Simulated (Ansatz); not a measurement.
# TiSe in Ansatz: convergence with k mesh

Input of the first run (k mesh 3 × 3 × 2); the others differ in this setting and in those tied to it:

The input input.yaml:

```yaml
crystal:
  lattice:
    - [3.559, 0.0, 0.0]
    - [-1.7795, 3.0821844121, 0.0]
    - [0.0, 0.0, 6.22]
  atoms:
    - { symbol: Se, position: [0.6666666667, 0.3333333333, 0.75] }
    - { symbol: Se, position: [0.3333333333, 0.6666666667, 0.25] }
    - { symbol: Ti, position: [0.0, 0.0, 0.5] }
    - { symbol: Ti, position: [0.0, 0.0, 0.0] }
hamiltonian:
  xc: r2scan
  pseudopotentials: { kind: nc, accuracy: standard }
  hubbard: { sites: [{ species: Ti, l: d, u_eff: 7.0 }] }
kpoints:
  mp_grid: { grid: [3, 3, 2] }
scf:
  occupations: { method: methfessel_paxton, width: 0.05 }
output:
  forces: true
  stress: true
  eigenvalues: true
```

Potentials or basis: PseudoDojo standard (PBE files).

The run is started by

```console
$ ansatz run input.yaml --threads 2 --pin off --max-ram 5632MiB --backend cpu --events-out ev --progress --plain --runs-dir out
```

Hardware: 2 threads of Arm Neoverse V2 (shared host).

Question: The values tried are 3 × 3 × 2, 4 × 4 × 2, 5 × 5 × 3, 6 × 6 × 3, 8 × 8 × 4, 10 × 10 × 5, 12 × 12 × 6, 14 × 14 × 7, loosest first. From which on does the pressure stay within 0.1 GPa of the tightest run that finished?

Answer: From 4 × 4 × 2 on.

```csv
k mesh,"energy less the tightest run, at zero smearing (meV/atom)",pressure (GPa),SCF cycles,CPU time (s),peak memory (GiB)
3 × 3 × 2,-3.62,12.37,21,12,0.76
4 × 4 × 2,-0.60,12.08,14,11,0.8
5 × 5 × 3,-4.85,12.14,21,17,0.83
6 × 6 × 3,-2.79,12.10,29,28,0.87
8 × 8 × 4,2.23,12.13,13,30,1.1
10 × 10 × 5,-1.10,12.21,13,43,1.2
12 × 12 × 6,-0.23,12.21,12,67,1.6
14 × 14 × 7,0.00,12.17,11,79,1.8
```

Against the tightest run, the energy stays within 1 meV/atom from 12 × 12 × 6 on. Meshes of other sizes hit other points, so gaps and Fermi surfaces needn't settle smoothly. The tightest run that finished is the yardstick and may itself not be fully converged.

Caveat, for the tightest run too: the meta-GGA runs on potentials made for a GGA; the potentials were made for another functional, which shifts forces and pressure; U without spin polarisation on a metal has little footing.
